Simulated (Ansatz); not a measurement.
# Al (Fm-3m) in Ansatz: settings compared, part 2 of 2

Ansatz 0.2.0. The steps go on from the part before.

## 4. Relaxation of cell and atoms, PBEsol+D3(BJ)

File input.yaml:

```yaml
crystal:
  lattice:
    - [0.0, 2.024805, 2.024805]
    - [2.024805, 0.0, 2.024805]
    - [2.024805, 2.024805, 0.0]
  atoms:
    - { symbol: Al, position: [0.0, 0.0, 0.0] }
hamiltonian:
  xc: pbesol
  pseudopotentials: { kind: paw }
  dispersion: d3bj
kpoints:
  mp_grid: { grid: [11, 11, 11] }
scf:
  occupations: { method: fermi_dirac, width: 0.05 }
output:
  forces: true
  stress: true
relax:
  f_tol: 0.01
  max_steps: 40
  cell: { stress_tol: 0.05 }
```

Potentials or basis: Ansatz PAW.

Launch:

```console
> ansatz run input.yaml --threads 2 --pin off --max-ram 5632MiB --backend cpu --events-out ev --progress --plain --runs-dir out
```

The program printed:

```text
Warning: RAYON_NUM_THREADS=2 ignored (pool sized by the plan → 2); use --threads N
Engine: ansatz 0.2.0, x86_64-unknown-linux-gnu
Pseudopotentials: kind: paw
Pseudopotential: Al, paw, valence charge 3, recommended cutoff 420 eV (normal), Al.paw.azcp
Functional definition: PBEsol
  exchange = pbesol_x
  correlation = pbesol_c
Crystal: 1 atoms, lattice volume = 16.603 Å³
Basis set: ecut = 420 eV, 331 PW (Γ), exchange–correlation on 40×40×40 points (8 copies of the dense FFT grid, shifted against one another)
Bands: 6, of which v1, the nominal top of the filled ones, is band 2 counted from 1 (1 counted from 0)
Symmetry: 48 space group operations
Space group: Fm-3m (ITA 225), of the structure as read, at distance tolerance 2.6e-5 Å
k-points: 56 of 1331
Non-local potential: Al, projectors of the file, l = 0: 2, l = 1: 2, l = 2: 1
PAW form: soft (Blöchl's): semilocal exchange-correlation on the pseudo side does not see the compensation charge
PAW frozen core: Al, regenerated for the run's functional, and the local potential with it (the file was generated under x = pbe(κ = 0.804, μ = 0.2195149727645171), c = pbe(β = 0.06672455060314922))
PAW one-centre angular grid: Al, 110 points (default); XC on 64 Gauss nodes
Initial density: superposition of atomic densities (neutral atoms: chi_scale 0, normalization atom), corrected by the library's trained network
Initial wavefunctions: pseudopotential atomic-orbital guess
Functional: x = pbesol(κ = 0.804, μ = 0.12345679012345678), c = pbesol(β = 0.046)
SCF iter   1: F=—  HF=-524.871017 eV  |F-HF|=—  |Δ(HF+E_count)|=         —  Δρ=7.34e-4  dr2=4.44e-5  ethr=1.77e-3  ⟨swp⟩=4.8  Hψ=2935  notcnv=0
preconditioner: auto → none  [metal: Δε(μ)=0.033 eV  Ē_g=13.138 eV  σ=0.050 eV  W_gap=0.16  n_scr=0 (ndim 8)  ℏωp=15.8 eV  f_vac=0.000  D(μ)=0.54/eV (n_scr^D=0)]
SCF iter   2: F=—  HF=-524.871037 eV  |F-HF|=—  |Δ(HF+E_count)|=   2.03e-5  Δρ=3.74e-4  dr2=1.17e-5  ethr=1.48e-6  ⟨swp⟩=1.8  Hψ=837  notcnv=0
iter 3 did not close the SCF: its close was put off for the readings that it lacked (scf_convergence_deferred on its scf_iter line)
SCF iter   3: F=-524.871041 eV  HF=-524.871041 eV  |F-HF|=2.81e-8  |Δ(HF+E_count)|=   3.76e-6  Δρ=2.09e-5  dr2=8.05e-8  ethr=3.90e-7  ⟨swp⟩=1.0  Hψ=313  notcnv=0
iter 4 did not close the SCF: its close was put off for the readings that it lacked (scf_convergence_deferred on its scf_iter line)
SCF iter   4: F=-524.871041 eV  HF=-524.871041 eV  |F-HF|=3.81e-9  |Δ(HF+E_count)|=   2.18e-8  Δρ=8.15e-6  dr2=1.19e-8  ethr=2.68e-9  ⟨swp⟩=1.1  Hψ=322  notcnv=0
iter 5 did not close the SCF: its close was put off for the readings that it lacked (scf_convergence_deferred on its scf_iter line)
SCF iter   5: F=-524.871041 eV  HF=-524.871041 eV  |F-HF|=3.30e-12  |Δ(HF+E_count)|=   3.62e-9  Δρ=3.80e-7  dr2=1.83e-11  ethr=3.96e-10  ⟨swp⟩=1.0  Hψ=313  notcnv=0
SCF iter   6: F=-524.871041 eV  HF=-524.871041 eV  |F-HF|=1.71e-12  |Δ(HF+E_count)|=  6.37e-12  Δρ=1.67e-7  dr2=4.78e-12  ethr=1.00e-12  ⟨swp⟩=1.0  Hψ=848  notcnv=0
[... 36 lines left out ...]
SCF iter   1: F=—  HF=-524.887882 eV  |F-HF|=—  |Δ(HF+E_count)|=         —  Δρ=4.24e-5  dr2=2.56e-8  ethr=2.49e-9  ⟨swp⟩=3.2  Hψ=4031  notcnv=0
SCF iter   2: F=—  HF=-524.887895 eV  |F-HF|=—  |Δ(HF+E_count)|=   1.32e-5  Δρ=2.13e-5  dr2=6.41e-9  ethr=8.52e-10  ⟨swp⟩=2.0  Hψ=418  notcnv=0
SCF iter   3: F=—  HF=-524.887895 eV  |F-HF|=—  |Δ(HF+E_count)|=   1.93e-8  Δρ=3.81e-7  dr2=1.11e-11  ethr=2.14e-10  ⟨swp⟩=2.0  Hψ=418  notcnv=0
SCF iter   4: F=-524.887895 eV  HF=-524.887895 eV  |F-HF|=0.00e0  |Δ(HF+E_count)|=  2.27e-13  Δρ=4.11e-8  dr2=5.15e-14  ethr=1.00e-12  ⟨swp⟩=4.0  Hψ=751  notcnv=0
SCF 5 converged in 4 iterations: F = -524.887895 eV  dr2 = 5.15e-14
relax step   5: F+E_penalty+E_count = -524.88789495 eV  Δ(F+E_penalty+E_count) = +2.993e-4 eV  max|allowed force component| = 0.000e0 eV/Å  Δτ_max = 0.0000 Å  P = -0.042 GPa  Ω = 15.594 Å³  stress off target by 4.20e-2 GPa  SCF on the basis re-selected at this cell (its energy is not comparable with the rows above)  (4 SCF iters)
basis re-selected at this cell: Δ(F+E_penalty+E_count) = +2.993e-4 eV, ΔP = -0.040 GPa vs the last step (what re-selecting the basis moved, of the pressure what is left beyond the Pulay correction that the steps carried, after the strain that the cell walked since its last selection, with what the two solves' SCF thresholds leave and, on support functions, any second-order correction that the steps lacked; it is no measure of the basis error at this ecutwfc). This SCF's stress stands 4.20e-2 GPa from its target on what of the cell is left free (relax.cell.stress_tol is 5.00e-2 GPa) and its largest allowed force component is 0.00e0 eV/Å (relax.f_tol is 1.00e-2 eV/Å): within both
SCF converged after 4 iterations
Free energy (F): -524.887895 eV
Harris-Foulkes:  -524.887895 eV  (|F-HF|=0.00e0)
Internal energy: -524.884037 eV  (E = F + TS)
E sigma→0 (E₀):  -524.885966 eV
Entropy (-TS):   -0.003858 eV (-3.858 meV/atom)
Fermi energy:    8.477201 eV
--- Per-component energies (eV) ---
  E_band       = 11.707314
  E_kinetic    = 23.690849
  E_local      = 10.624497  (includes V_loc(G=0)·N_el)
  E_nonlocal   = 10.507585
  E_hartree    = 0.114134
  E_xc         = -39.781812
  E_vxc        = -29.640707  (∫ρ·V_xc dr)
  E_paw        = -454.809479  (= ΣΔE_a)
  E_vpaw       = -3.703176  (= ΣTr[D̂ρ^β])
  E_aug_tail   = -0.000002  (compensation charges beyond the density's cutoff)
  E_ewald      = -74.912642
  E_disp       = -0.336305  (pairwise vdW)
  E_core_change = 0.019139  (= ΣΔE_core)
  E_smearing   = -0.003858  (= −TS)
  E_closure    = 0.000000  (closes the sum)
  Σ components = -524.887895   (vs F -524.887895, Δ=0.00e0)
--- Forces (eV/Å), atoms counted from 1 ---
  atom   1  Al    -0.00000000    -0.00000000    -0.00000000
  max |Σ_I F_I| component: 9.24e-33 eV/Å
--- Stress (GPa, compression-positive) ---
       -0.042013       0.000000       0.000000
        0.000000      -0.042013      -0.000000
        0.000000       0.000000      -0.042013
  P = ⅓ Tr σ = -0.0420 GPa (-0.420 kbar)
--- Relaxed structure (4 steps of the walk, 4 accepted, 1 SCFs on fresh bases) ---
  F+E_penalty+E_count = -524.88789495 eV   max|allowed force component| = 0.000e0 eV/Å   (the final SCF, on the basis selected at the relaxed cell)
  cell:  # Å, volume = 15.5936 Å³
    - [-2.6750703172701853e-34, 1.9829212988789822, 1.9829212988789822]
    - [1.9829212988789822, 5.35014063454037e-34, 1.9829212988789822]
    - [1.9829212988789822, 1.9829212988789822, -3.439376122204524e-34]
  atoms:
    - { symbol: Al, position: [0.0, 0.0, 0.0] }
```

Wall time 0.97 s (2 threads of Intel Xeon 6975P-C (Granite Rapids), shared host); peak memory 0.29 GiB.

Results:

| Item | Value |
| --- | --- |
| Free energy | -524.8879 eV |
| Relaxed volume | 15.59 Å³/atom |
| Relaxed cell | a = 2.804 Å, b = 2.804 Å, c = 2.804 Å, α = 60.00°, β = 60.00°, γ = 60.00° |
| Space group after relaxing (to 0.05 Å) | Fm-3m (No. 225) |
| Energy gained by relaxing | 16.9 meV/atom |
| Ionic steps | 5 |
| Pressure after relaxing | 0.0 GPa |

The path:
```
step  energy change (eV)  largest force (eV/Å)  volume (Å³)
   1              0.0000                0.0000        16.60
   2             -0.0165                0.0000        15.39
   3             -0.0171                0.0000        15.61
   4             -0.0172                0.0000        15.59
   5             -0.0169                0.0000        15.59
```

Final structure:
```yaml
crystal:
  lattice:
    - [0.00000, 1.98292, 1.98292]
    - [1.98292, 0.00000, 1.98292]
    - [1.98292, 1.98292, 0.00000]
  atoms:
    - { symbol: Al, position: [0.00000, 0.00000, 0.00000] }
```

Caveat: the plane-wave basis is chosen anew once the cell has moved, so the energies of steps on either side of that aren't comparable; the PAW data sets come from PBE, with cores solved anew for the run's functional, which leaves a small shift of forces and pressure.

## 5. Relaxation of cell and atoms, PBEsol+D4

input.yaml: that of step 4 with these lines changed.

```diff
@@ -10,3 +10,3 @@
   pseudopotentials: { kind: paw }
-  dispersion: d3bj
+  dispersion: d4
 kpoints:
@@ -18,2 +18,6 @@
   stress: true
+  write_density: true
+  write_potential: true
+  elf: true
+  volumetric_format: npy
 relax:
```

Launch:

```console
> ansatz run input.yaml --threads 2 --pin off --max-ram 5632MiB --backend cpu --events-out ev --progress --plain --runs-dir out
```

Run time: 1.2 s. Hardware: 2 threads of Intel Xeon 6975P-C (Granite Rapids), shared host; peak memory 0.31 GiB.

Results (log left out):

```yaml
Free_energy: -524.7638 eV
Relaxed_volume: 15.84 Å³/atom
Relaxed_cell: a = 2.819 Å, b = 2.819 Å, c = 2.819 Å, α = 60.00°, β = 60.00°, γ = 60.00°
Space_group_after_relaxing_to_0.05_Å: Fm-3m (No. 225)
Energy_gained_by_relaxing: 9.3 meV/atom
Ionic_steps: 5
Pressure_after_relaxing: 0.0 GPa
Band_gap_on_the_k_mesh: none (metal or under the smearing width)
```

Step by step:
| step | energy change (eV) | largest force (eV/Å) | volume (Å³) |
| --- | --- | --- | --- |
| 1 | 0.0000 | 0.0000 | 16.60 |
| 2 | -0.0092 | 0.0000 | 15.70 |
| 3 | -0.0095 | 0.0000 | 15.86 |
| 4 | -0.0095 | 0.0000 | 15.84 |
| 5 | -0.0093 | 0.0000 | 15.84 |

Final structure:
```
CELL_PARAMETERS angstrom
0.00000 1.99352 1.99352
1.99352 0.00000 1.99352
1.99352 1.99352 0.00000
ATOMIC_POSITIONS crystal
Al 0.00000 0.00000 0.00000
```

Levels at points of the mesh, in eV from the Fermi level:
```csv
k point,band 1,band 2,band 3,band 4,band 5,band 6
"(0.00, 0.00, 0.00)",-11.40,12.74,12.74,12.74,14.61,14.61
```

Caveat: the plane-wave basis is chosen anew once the cell has moved, so the energies of steps on either side of that aren't comparable; pairwise dispersion overbinds metals, which lowers pressure and volume; the PAW data sets come from PBE, with cores solved anew for the run's functional, which leaves a small shift of forces and pressure.

## 6. Summary

```tsv
level	pressure (GPa)	relaxed volume (Å³/atom)
PBE+D3(BJ)	0.0	15.83
PBE+D4	0.0	15.87
PBEsol+D3(BJ)	0.0	15.59
PBEsol+D4	0.0	15.84
```

Alike in all rows: task relaxation of cell and atoms; potentials or basis Ansatz PAW; no spin polarisation; cell relaxed; k mesh 11 × 11 × 11; cutoff (eV) 420; smearing fermi-dirac 0.05 eV.

Caveats: the plane-wave basis is chosen anew once the cell has moved, so the energies of steps on either side of that aren't comparable; the PAW data sets come from PBE, with cores solved anew for the run's functional, which leaves a small shift of forces and pressure (some runs); pairwise dispersion overbinds metals, which lowers pressure and volume (some runs).

Total energies depend on the potentials used, so only differences within one code and one set of settings carry meaning.

## 7. Against experiment

Step 2. The cell as given is a measured one (16.60 Å³/atom); PBE+D3(BJ) puts the equilibrium volume -4.7 % from it, thermal expansion not counted.

Step 3. The cell as given is a measured one (16.60 Å³/atom); PBE+D4 puts the equilibrium volume -4.4 % from it, thermal expansion not counted.

Step 4. The cell as given is a measured one (16.60 Å³/atom); PBEsol+D3(BJ) puts the equilibrium volume -6.1 % from it, thermal expansion not counted.

Step 5. The cell as given is a measured one (16.60 Å³/atom); PBEsol+D4 puts the equilibrium volume -4.6 % from it, thermal expansion not counted.
